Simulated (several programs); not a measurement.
# Many methods on one cell: SiO2 (P4_12_12)

Measured values to be reproduced:
- volume: 14.4 Å³ an atom (338.15 K; Crystallography Open Database)

A 12-atom cell of SiO2 from a published structure, relaxed with r2SCAN in Ansatz, was computed with several methods. It is tetragonal, P4_12_12 (No. 92); conventional cell a = 4.979 Å, c = 6.915 Å, 14.29 Å³ an atom. Around Si lie 4 O at 1.61 Å; around O lie 2 Si at 1.61 Å. No spin polarisation; the structure comes from an open crystallographic database, the properties from the calculation.

```cif
data_structure
_symmetry_space_group_name_H-M 'P4_12_12'
_symmetry_Int_Tables_number 92
_cell_length_a 4.9792
_cell_length_b 4.9792
_cell_length_c 6.9149
_cell_angle_alpha 90.000
_cell_angle_beta 90.000
_cell_angle_gamma 90.000
_cell_volume 171.43
loop_
_atom_site_label
_atom_site_type_symbol
_atom_site_symmetry_multiplicity
_atom_site_Wyckoff_symbol
_atom_site_fract_x
_atom_site_fract_y
_atom_site_fract_z
_atom_site_occupancy
Si1 Si 4 a 0.30246 0.30246 0.00000 1
O1 O 8 b 0.23817 0.10927 0.18145 1
```

Gaps and times are for a single point on this cell; volume and bulk modulus come from each method's own relaxation or energy curve at fixed shape, which is too stiff where a cell has free coordinates or axes. Times are rough, from shared hosts (Arm Neoverse V1; NVIDIA H100 80GB HBM3), and each method has its own mesh and cell size. A double dagger marks a value from a curve with shape and coordinates held. PM6 (MOPAC), PM7 (MOPAC), GFN1-xTB (tblite), GFN2-xTB (tblite) treat a cluster of cells at its zone centre, which samples few k points: where these miss a band edge, the gap comes out too large for that reason alone. Gaps from k meshes are read at a limited set of points (mesh, symmetry points, PBE's band edges), so each method's own least gap may be somewhat smaller. Force fields have no electrons; where one was fitted to this phase, its volume and modulus reflect the fit. xTB and the PM methods were fitted mostly to molecules, and can miss a solid's gap by electronvolts. Minimal bases can be far off for gaps. PBE/DZVP lies far from plane-wave PBE here, an effect of basis or sampling. Times of the plane-wave ladder aren't listed, since it ran on unlike processors and cards. GLLB-SC's gap includes the derivative discontinuity. d marks a direct gap, i an indirect one (no mark: not told apart), a dash a value that wasn't computed or didn't pass its checks.

```tsv
method	kind	gap (eV)	own volume (Å³/atom)	bulk modulus (GPa)	atoms computed	processor time
PBEsol	semilocal	–	14.83	–	12	–
SiO.1997.vashishta (LAMMPS)	force field	–	13.55	55‡	12	0.11 s
SiO.tersoff (LAMMPS)	force field	–	15.31	142‡	12	0.12 s
non-self-consistent DFTB (CP2K)	tight binding	12.92 i	–	–	12	0.91 s
light PBE (260 eV and a coarse mesh)	light plane-wave	5.61 d	–	–	12	3.4 s
GFN1-xTB (tblite)	tight binding	9.37	15.19‡	152‡	cluster	3.5 s
GFN2-xTB (tblite)	tight binding	6.65	14.49‡	155‡	cluster	7.2 s
PM7 (MOPAC)	semi-empirical	10.23	13.52‡	210‡	cluster	9.2 s
PM6 (MOPAC)	semi-empirical	9.90	–	–	cluster	9.4 s
PBE/SZV (CP2K)	small basis	6.61 d	–	–	12	15 s
LDA	semilocal	5.48 d	14.04	–	12	–
PBE	semilocal	5.73 d	15.29	156‡	12	–
PBE/DZVP (CP2K)	small basis	7.13 d	14.72‡	152‡	12	35 s
HSE06	hybrid	7.51 d	–	–	12	–
r2SCAN	semilocal	6.35 d	14.29	177‡	12	–
GLLB-SC (GPAW)	model potential	9.67	–	–	12	2.6 min
PBE0	hybrid	8.28 d	–	–	12	–
DDH-PBE0	hybrid	10.24 d	–	–	12	–
r2SCAN0	hybrid	8.63 d	–	–	12	–
```

Against HSE06 (7.51 eV) and with closed or daggered gaps left aside, the nearest gap at the points sampled is that of PBE/DZVP (CP2K) (-0.38 eV) and the farthest that of non-self-consistent DFTB (CP2K) (+5.41 eV). HSE06 is only a yardstick of convenience: for gaps this wide it usually falls short of measured ones, so a larger value can be the better one.

Volumes against r2SCAN's: PBEsol +3.8 %, SiO.1997.vashishta (LAMMPS) -5.2 %, SiO.tersoff (LAMMPS) +7.1 %, LDA -1.7 %, PBE +7.0 %.

Runs without a result: non-self-consistent DFTB (CP2K) (relaxation).

Comparison with experiment:
- Volume, measured 14.4 Å³ an atom: PBEsol +3.0 %, SiO.1997.vashishta (LAMMPS) -5.9 %, SiO.tersoff (LAMMPS) +6.3 %, LDA -2.5 %, PBE +6.2 %, r2SCAN -0.8 %.
The calculations are for a static lattice; samples hold vibrations, temperature and, in optical gaps, excitons. A measured value is shown where most reports agree with it, and only for the quantities listed.
